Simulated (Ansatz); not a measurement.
**HfO2, relaxed**

The start is HfO2, a borrowed structure type, volume estimated. Where does it settle when we relax cell and atoms, and what is it like there?

All numbers below are computed with Ansatz 0.2.0 (DFT, PBE, no spin polarisation, plane waves, PAW).

## Step 1: Geometry

The structure is tetragonal, space group P4_2/nmc (No. 137). Conventional cell: a = 3.754 Å, b = 3.754 Å, c = 5.417 Å, α = 90.00°, β = 90.00°, γ = 90.00°. O (site symmetry 2mm) has 4 Hf at 2.17 to 2.48 Å as nearest neighbours. Hf (site symmetry -4m2) is surrounded by 8 O at 2.17 to 2.48 Å.

Structure file:

```
O Hf
1.0
     3.75401    0.00000    0.00000
     0.00000    3.75401    0.00000
     0.00000    0.00000    5.41691
O Hf
4 2
Direct
  0.00000 0.50000 0.20100
  0.00000 0.50000 0.70100
  0.50000 0.00000 0.29900
  0.50000 0.00000 0.79900
  0.00000 0.00000 0.00000
  0.50000 0.50000 0.50000
```

It starts from an earlier solution of the starting cell (checkpoint.read).

## Step 2: Relaxing

Input file input.yaml:

```yaml
crystal:
  lattice:
    - [3.754008, 0.0, 0.0]
    - [0.0, 3.754008, 0.0]
    - [0.0, 0.0, 5.416913]
  atoms:
    - { symbol: O, position: [0.0, 0.5, 0.201] }
    - { symbol: O, position: [0.0, 0.5, 0.701] }
    - { symbol: O, position: [0.5, 0.0, 0.299] }
    - { symbol: O, position: [0.5, 0.0, 0.799] }
    - { symbol: Hf, position: [0.0, 0.0, 0.0] }
    - { symbol: Hf, position: [0.5, 0.5, 0.5] }
  symmetry: { tolerance: 0.0003 }
kpoints:
  mp_grid: { grid: [7, 7, 5], shift: [0, 0, 0] }
magnetization:
  spin_polarized: false
scf:
  occupations: { method: fermi_dirac }
  lower_state_search: "off"
hamiltonian:
  pseudopotentials: { kind: paw }
  xc: pbe
basis:
  ecutwfc: 420
  fft_grid_basis: typed
relax:
  max_steps: 60
  cell: { p_target: 0.0 }
  f_tol: 0.03
output:
  forces: true
  stress: true
  eigenvalues: true
  bader: true
  populations: true
  elf: true
  write_potential: true
  volumetric_format: npy
  dos:
    e_range: [-12, 8]
    de: 0.05
    projected: { site_lists: { Hf: [Hf], O: [O] } }
  write_density: true
checkpoint:
  read: saved_state
```

The run is started by

```console
$ ansatz run input.yaml --threads 2 --pin off --max-ram 2560MiB --backend cpu --events-out ev --progress --plain --runs-dir out
```

The log of the run:

```text
Warning: checkpoint.read: basis.xc_grid differs: saved 1, current 2 (points along each axis for each point of the dense box; where the key is left out runs that use forces, runs that use the stress, dielectric runs by a finite field, finite-displacement phonons, runs of phonons.displacement_patterns under a GGA or a meta-GGA, phonons by method: dfpt, dielectric runs by the response, runs on support functions, runs on PAW files under a meta-GGA or a hybrid on one, runs at kind: all_electron or under a hybrid on a GGA, runs under a text's formulas of a gradient, and runs on PAW files that evaluate rPW86 or Becke's exchange or LYP's correlation can take a finer level, which can go by the root key accuracy; a number is taken as typed: the saved number, typed, holds this deck to the state's level, where the deck is accepted there); the SCF iterates at this deck's level from the saved density; a trajectory continued from that state goes on on another energy surface; basis.xc_grid: 1, typed and accepted, keeps it on the saved one
Warning: RAYON_NUM_THREADS=2 ignored (pool sized by the plan → 2); use --threads N
Engine: ansatz 0.2.0, x86_64-unknown-linux-gnu
Pseudopotentials: kind: paw
Pseudopotential: O, paw, valence charge 6, recommended cutoff 420 eV (normal), O.paw.azcp
Pseudopotential: Hf, paw, valence charge 26, recommended cutoff 420 eV (normal), Hf.paw.azcp
Functional definition: PBE
  parameter kappa = 0.804
  parameter beta = 0.06672455060314922
  exchange = pbe_x(kappa = kappa, mu = beta*pi^2/3)
  correlation = pbe_c(beta = beta)
Crystal: 6 atoms, lattice volume = 76.338 Å³
Basis set: ecut = 420 eV, 1475 PW (Γ), exchange–correlation on 54×54×80 points (8 copies of the dense FFT grid, shifted against one another)
Bands: 46, of which v1, the nominal top of the filled ones, is band 38 counted from 1 (37 counted from 0)
Symmetry: 16 space group operations
Space group: P42/nmc (ITA 137), of the structure as read, at distance tolerance 1.3e-3 Å
k-points: 30 of 245
Non-local potential: O, projectors of the file, l = 0: 2, l = 1: 2, l = 2: 1
Non-local potential: Hf, projectors of the file, l = 0: 3, l = 1: 2, l = 2: 2, l = 3: 3
PAW form: soft (Blöchl's): semilocal exchange-correlation on the pseudo side does not see the compensation charge
PAW one-centre angular grid: O, 110 points (default); XC on 64 Gauss nodes
PAW one-centre angular grid: Hf, 590 points (default); XC on 64 Gauss nodes
Initial density: read from a saved state, or passed on in memory by an earlier SCF of this step, an earlier step, the calling program or the single point that the run made first
Initial wavefunctions: pseudopotential atomic-orbital guess
Functional: x = pbe(κ = 0.804, μ = 0.2195149727645171), c = pbe(β = 0.06672455060314922)
iter 1 solved again at ethr=4.05e-7 eV; its pass at ethr=3.10e-3 eV (dr2=3.08e-4 eV) is discarded
SCF iter   1: F=—  HF=-33722.367448 eV  |F-HF|=—  |Δ(HF+E_count)|=         —  Δρ=8.22e-4  dr2=1.63e-4  ethr=4.05e-7  ⟨swp⟩=3.0  Hψ=7578  notcnv=0
preconditioner: auto → Resta (q_TF=auto, 2.726 Å⁻¹)  ε∞=5.2  [insulator: Δε(μ)=4.137 eV  Ē_g=17.630 eV  σ=0.100 eV  W_gap=1.00  n_scr=28 (ndim 8)  ℏωp=36.1 eV  f_vac=0.080  D(μ)=0.00/eV (n_scr^D=0)  ε∞_Penn≈5.2]
SCF iter   2: F=—  HF=-33722.368402 eV  |F-HF|=—  |Δ(HF+E_count)|=   9.54e-4  Δρ=4.51e-4  dr2=6.37e-5  ethr=2.14e-7  ⟨swp⟩=3.0  Hψ=2484  notcnv=0
SCF iter   3: F=—  HF=-33722.368749 eV  |F-HF|=—  |Δ(HF+E_count)|=   3.48e-4  Δρ=1.79e-4  dr2=2.24e-5  ethr=8.38e-8  ⟨swp⟩=2.0  Hψ=2280  notcnv=0
SCF iter   4: F=—  HF=-33722.368755 eV  |F-HF|=—  |Δ(HF+E_count)|=   5.30e-6  Δρ=7.17e-5  dr2=1.82e-6  ethr=2.95e-8  ⟨swp⟩=2.0  Hψ=2458  notcnv=0
SCF iter   5: F=—  HF=-33722.368765 eV  |F-HF|=—  |Δ(HF+E_count)|=   1.05e-5  Δρ=2.17e-5  dr2=3.38e-7  ethr=2.40e-9  ⟨swp⟩=2.0  Hψ=2255  notcnv=0
SCF iter   6: F=-33722.368765 eV  HF=-33722.368765 eV  |F-HF|=1.09e-7  |Δ(HF+E_count)|=   3.69e-8  Δρ=8.98e-6  dr2=3.16e-8  ethr=1.32e-10  ⟨swp⟩=8.6  Hψ=9241  notcnv=0
SCF 1 converged in 6 iterations: F = -33722.368765 eV  dr2 = 3.16e-8
relax step   1: F+E_penalty+E_count = -33722.36876527 eV  Δ(F+E_penalty+E_count) = +0.000e0 eV  max|allowed force component| = 5.857e-1 eV/Å  Δτ_max = 0.0000 Å  P = -22.180 GPa  Ω = 76.338 Å³  (6 SCF iters, dr2 threshold 1.00e-7 eV, accepted)
Crystal: 6 atoms, lattice volume = 66.157 Å³
Basis set: ecut = 420 eV, 1277 PW (Γ), exchange–correlation on 54×54×80 points (8 copies of the dense FFT grid, shifted against one another)
Initial density: handed on by an earlier stage of this run
Initial wavefunctions: those handed on with the density
iter 1 solved again at ethr=2.28e-4 eV; its pass at ethr=3.10e-3 eV (dr2=1.73e-1 eV) is discarded
SCF iter   1: F=—  HF=-33723.076008 eV  |F-HF|=—  |Δ(HF+E_count)|=         —  Δρ=1.73e-2  dr2=1.72e-1  ethr=2.28e-4  ⟨swp⟩=1.0  Hψ=6368  notcnv=0
preconditioner: auto → Resta (q_TF=auto, 2.792 Å⁻¹)  ε∞=5.4  [insulator: Δε(μ)=4.635 eV  Ē_g=18.370 eV  σ=0.100 eV  W_gap=1.00  n_scr=28 (ndim 8)  ℏωp=38.7 eV  f_vac=0.042  D(μ)=0.00/eV (n_scr^D=0)  ε∞_Penn≈5.4]
SCF iter   2: F=—  HF=-33723.034501 eV  |F-HF|=—  |Δ(HF+E_count)|=   4.15e-2  Δρ=7.71e-3  dr2=5.15e-2  ethr=2.26e-4  ⟨swp⟩=2.0  Hψ=2028  notcnv=0
SCF iter   3: F=—  HF=-33723.021008 eV  |F-HF|=—  |Δ(HF+E_count)|=   1.35e-2  Δρ=3.78e-3  dr2=1.24e-2  ethr=6.77e-5  ⟨swp⟩=2.8  Hψ=2203  notcnv=0
SCF iter   4: F=—  HF=-33723.018645 eV  |F-HF|=—  |Δ(HF+E_count)|=   2.36e-3  Δρ=1.24e-3  dr2=1.19e-3  ethr=1.64e-5  ⟨swp⟩=2.0  Hψ=2460  notcnv=0
SCF iter   5: F=—  HF=-33723.019402 eV  |F-HF|=—  |Δ(HF+E_count)|=   7.57e-4  Δρ=5.84e-4  dr2=2.38e-4  ethr=1.56e-6  ⟨swp⟩=2.0  Hψ=2165  notcnv=0
SCF iter   6: F=—  HF=-33723.019384 eV  |F-HF|=—  |Δ(HF+E_count)|=   1.84e-5  Δρ=2.20e-4  dr2=2.25e-5  ethr=3.13e-7  ⟨swp⟩=2.0  Hψ=2519  notcnv=0
SCF iter   7: F=—  HF=-33723.019392 eV  |F-HF|=—  |Δ(HF+E_count)|=   8.56e-6  Δρ=7.37e-5  dr2=3.09e-6  ethr=2.96e-8  ⟨swp⟩=2.0  Hψ=2518  notcnv=0
SCF iter   8: F=-33723.019399 eV  HF=-33723.019399 eV  |F-HF|=8.37e-8  |Δ(HF+E_count)|=   7.33e-6  Δρ=1.47e-5  dr2=6.66e-8  ethr=7.89e-10  ⟨swp⟩=11.0  Hψ=12382  notcnv=0
SCF 2 converged in 8 iterations: F = -33723.019399 eV  dr2 = 6.66e-8
relax step   2: F+E_penalty+E_count = -33723.01939950 eV  Δ(F+E_penalty+E_count) = -6.506e-1 eV  max|allowed force component| = 4.663e-2 eV/Å  Δτ_max = 0.0048 Å  P = +6.609 GPa  Ω = 66.157 Å³  energy of the carried Pulay correction = +4.681e-2 eV  (8 SCF iters, dr2 threshold 6.00e-7 eV, accepted)
Crystal: 6 atoms, lattice volume = 68.376 Å³
Basis set: ecut = 420 eV, 1329 PW (Γ), exchange–correlation on 54×54×80 points (8 copies of the dense FFT grid, shifted against one another)
iter 1 solved again at ethr=1.64e-5 eV; its pass at ethr=3.10e-3 eV (dr2=1.25e-2 eV) is discarded
SCF iter   1: F=—  HF=-33723.052572 eV  |F-HF|=—  |Δ(HF+E_count)|=         —  Δρ=4.84e-3  dr2=1.25e-2  ethr=1.64e-5  ⟨swp⟩=1.0  Hψ=6178  notcnv=0
preconditioner: auto → Resta (q_TF=auto, 2.777 Å⁻¹)  ε∞=5.4  [insulator: Δε(μ)=4.577 eV  Ē_g=18.125 eV  σ=0.100 eV  W_gap=1.00  n_scr=28 (ndim 8)  ℏωp=38.1 eV  f_vac=0.071  D(μ)=0.00/eV (n_scr^D=0)  ε∞_Penn≈5.4]
SCF iter   2: F=—  HF=-33723.049951 eV  |F-HF|=—  |Δ(HF+E_count)|=   2.62e-3  Δρ=2.04e-3  dr2=3.19e-3  ethr=1.64e-5  ⟨swp⟩=2.0  Hψ=1963  notcnv=0
SCF iter   3: F=—  HF=-33723.049430 eV  |F-HF|=—  |Δ(HF+E_count)|=   5.21e-4  Δρ=1.01e-3  dr2=9.69e-4  ethr=4.20e-6  ⟨swp⟩=2.2  Hψ=1722  notcnv=0
SCF iter   4: F=—  HF=-33723.049342 eV  |F-HF|=—  |Δ(HF+E_count)|=   8.80e-5  Δρ=3.35e-4  dr2=9.17e-5  ethr=1.28e-6  ⟨swp⟩=2.0  Hψ=2460  notcnv=0
SCF iter   5: F=—  HF=-33723.049354 eV  |F-HF|=—  |Δ(HF+E_count)|=   1.19e-5  Δρ=1.62e-4  dr2=1.91e-5  ethr=1.21e-7  ⟨swp⟩=2.0  Hψ=2160  notcnv=0
SCF iter   6: F=—  HF=-33723.049366 eV  |F-HF|=—  |Δ(HF+E_count)|=   1.19e-5  Δρ=4.98e-5  dr2=2.45e-6  ethr=2.51e-8  ⟨swp⟩=2.0  Hψ=2507  notcnv=0
SCF iter   7: F=-33723.049370 eV  HF=-33723.049370 eV  |F-HF|=5.36e-7  |Δ(HF+E_count)|=   3.84e-6  Δρ=2.03e-5  dr2=2.72e-7  ethr=7.89e-10  ⟨swp⟩=10.6  Hψ=11863  notcnv=0
SCF 3 converged in 7 iterations: F = -33723.049370 eV  dr2 = 2.72e-7
relax step   3: F+E_penalty+E_count = -33723.04937022 eV  Δ(F+E_penalty+E_count) = -2.997e-2 eV  max|allowed force component| = 1.190e-1 eV/Å  Δτ_max = 0.0142 Å  P = -1.140 GPa  Ω = 68.376 Å³  energy of the carried Pulay correction = +3.605e-2 eV  (7 SCF iters, dr2 threshold 6.00e-7 eV, accepted)
Crystal: 6 atoms, lattice volume = 68.336 Å³
Basis set: ecut = 420 eV, 1321 PW (Γ), exchange–correlation on 54×54×80 points (8 copies of the dense FFT grid, shifted against one another)
iter 1 solved again at ethr=5.83e-7 eV; its pass at ethr=3.10e-3 eV (dr2=4.43e-4 eV) is discarded
SCF iter   1: F=—  HF=-33723.054262 eV  |F-HF|=—  |Δ(HF+E_count)|=         —  Δρ=1.15e-3  dr2=4.52e-4  ethr=5.83e-7  ⟨swp⟩=2.7  Hψ=6319  notcnv=0
preconditioner: auto → Resta (q_TF=auto, 2.777 Å⁻¹)  ε∞=5.4  [insulator: Δε(μ)=4.591 eV  Ē_g=18.154 eV  σ=0.100 eV  W_gap=1.00  n_scr=28 (ndim 8)  ℏωp=38.1 eV  f_vac=0.066  D(μ)=0.00/eV (n_scr^D=0)  ε∞_Penn≈5.4]
SCF iter   2: F=—  HF=-33723.054212 eV  |F-HF|=—  |Δ(HF+E_count)|=   5.02e-5  Δρ=6.62e-4  dr2=1.61e-4  ethr=5.83e-7  ⟨swp⟩=1.0  Hψ=1380  notcnv=0
SCF iter   3: F=—  HF=-33723.054222 eV  |F-HF|=—  |Δ(HF+E_count)|=   9.78e-6  Δρ=1.28e-4  dr2=9.84e-6  ethr=2.11e-7  ⟨swp⟩=2.4  Hψ=2514  notcnv=0
SCF iter   4: F=—  HF=-33723.054207 eV  |F-HF|=—  |Δ(HF+E_count)|=   1.49e-5  Δρ=6.20e-5  dr2=1.30e-6  ethr=1.30e-8  ⟨swp⟩=2.0  Hψ=2505  notcnv=0
SCF iter   5: F=-33723.054208 eV  HF=-33723.054208 eV  |F-HF|=2.89e-7  |Δ(HF+E_count)|=   1.21e-6  Δρ=1.85e-5  dr2=1.63e-7  ethr=7.89e-10  ⟨swp⟩=9.9  Hψ=11989  notcnv=0
SCF 4 converged in 5 iterations: F = -33723.054208 eV  dr2 = 1.63e-7
relax step   4: F+E_penalty+E_count = -33723.05420759 eV  Δ(F+E_penalty+E_count) = -4.837e-3 eV  max|allowed force component| = 1.219e-1 eV/Å  Δτ_max = 0.0059 Å  P = -0.575 GPa  Ω = 68.336 Å³  energy of the carried Pulay correction = +3.623e-2 eV  (5 SCF iters, dr2 threshold 6.00e-7 eV, accepted)
Crystal: 6 atoms, lattice volume = 68.442 Å³
iter 1 solved again at ethr=1.18e-6 eV; its pass at ethr=3.10e-3 eV (dr2=8.94e-4 eV) is discarded
SCF iter   1: F=—  HF=-33723.058230 eV  |F-HF|=—  |Δ(HF+E_count)|=         —  Δρ=1.55e-3  dr2=8.81e-4  ethr=1.18e-6  ⟨swp⟩=2.7  Hψ=5789  notcnv=0
preconditioner: auto → Resta (q_TF=auto, 2.776 Å⁻¹)  ε∞=5.4  [insulator: Δε(μ)=4.624 eV  Ē_g=18.155 eV  σ=0.100 eV  W_gap=1.00  n_scr=28 (ndim 8)  ℏωp=38.1 eV  f_vac=0.066  D(μ)=0.00/eV (n_scr^D=0)  ε∞_Penn≈5.4]
SCF iter   2: F=—  HF=-33723.058196 eV  |F-HF|=—  |Δ(HF+E_count)|=   3.39e-5  Δρ=8.94e-4  dr2=3.14e-4  ethr=1.16e-6  ⟨swp⟩=1.1  Hψ=1383  notcnv=0
SCF iter   3: F=—  HF=-33723.058195 eV  |F-HF|=—  |Δ(HF+E_count)|=   7.42e-7  Δρ=2.97e-4  dr2=5.23e-5  ethr=4.13e-7  ⟨swp⟩=2.8  Hψ=2512  notcnv=0
SCF iter   4: F=—  HF=-33723.058184 eV  |F-HF|=—  |Δ(HF+E_count)|=   1.16e-5  Δρ=6.74e-5  dr2=2.28e-6  ethr=6.89e-8  ⟨swp⟩=2.0  Hψ=2258  notcnv=0
SCF iter   5: F=-33723.058185 eV  HF=-33723.058184 eV  |F-HF|=1.58e-7  |Δ(HF+E_count)|=   8.70e-7  Δρ=2.76e-5  dr2=4.37e-7  ethr=7.89e-10  ⟨swp⟩=10.3  Hψ=11850  notcnv=0
SCF 5 converged in 5 iterations: F = -33723.058185 eV  dr2 = 4.37e-7
relax step   5: F+E_penalty+E_count = -33723.05818456 eV  Δ(F+E_penalty+E_count) = -3.977e-3 eV  max|allowed force component| = 7.052e-2 eV/Å  Δτ_max = 0.0131 Å  P = -0.302 GPa  Ω = 68.442 Å³  energy of the carried Pulay correction = +3.573e-2 eV  (5 SCF iters, dr2 threshold 6.00e-7 eV, accepted)
Crystal: 6 atoms, lattice volume = 68.599 Å³
iter 1 solved again at ethr=1.86e-6 eV; its pass at ethr=3.10e-3 eV (dr2=1.41e-3 eV) is discarded
SCF iter   1: F=—  HF=-33723.059652 eV  |F-HF|=—  |Δ(HF+E_count)|=         —  Δρ=1.92e-3  dr2=1.38e-3  ethr=1.86e-6  ⟨swp⟩=2.0  Hψ=5832  notcnv=0
preconditioner: auto → Resta (q_TF=auto, 2.775 Å⁻¹)  ε∞=5.4  [insulator: Δε(μ)=4.673 eV  Ē_g=18.157 eV  σ=0.100 eV  W_gap=1.00  n_scr=28 (ndim 8)  ℏωp=38.0 eV  f_vac=0.066  D(μ)=0.00/eV (n_scr^D=0)  ε∞_Penn≈5.4]
SCF iter   2: F=—  HF=-33723.059593 eV  |F-HF|=—  |Δ(HF+E_count)|=   5.89e-5  Δρ=1.11e-3  dr2=4.97e-4  ethr=1.82e-6  ⟨swp⟩=1.1  Hψ=1386  notcnv=0
SCF iter   3: F=—  HF=-33723.059618 eV  |F-HF|=—  |Δ(HF+E_count)|=   2.58e-5  Δρ=3.64e-4  dr2=8.15e-5  ethr=6.54e-7  ⟨swp⟩=2.7  Hψ=2668  notcnv=0
SCF iter   4: F=—  HF=-33723.059592 eV  |F-HF|=—  |Δ(HF+E_count)|=   2.68e-5  Δρ=9.07e-5  dr2=4.17e-6  ethr=1.07e-7  ⟨swp⟩=2.0  Hψ=2336  notcnv=0
SCF iter   5: F=—  HF=-33723.059593 eV  |F-HF|=—  |Δ(HF+E_count)|=   1.68e-6  Δρ=3.84e-5  dr2=8.77e-7  ethr=5.49e-9  ⟨swp⟩=2.0  Hψ=2183  notcnv=0
```

(Part 1 of 2 ends here.)
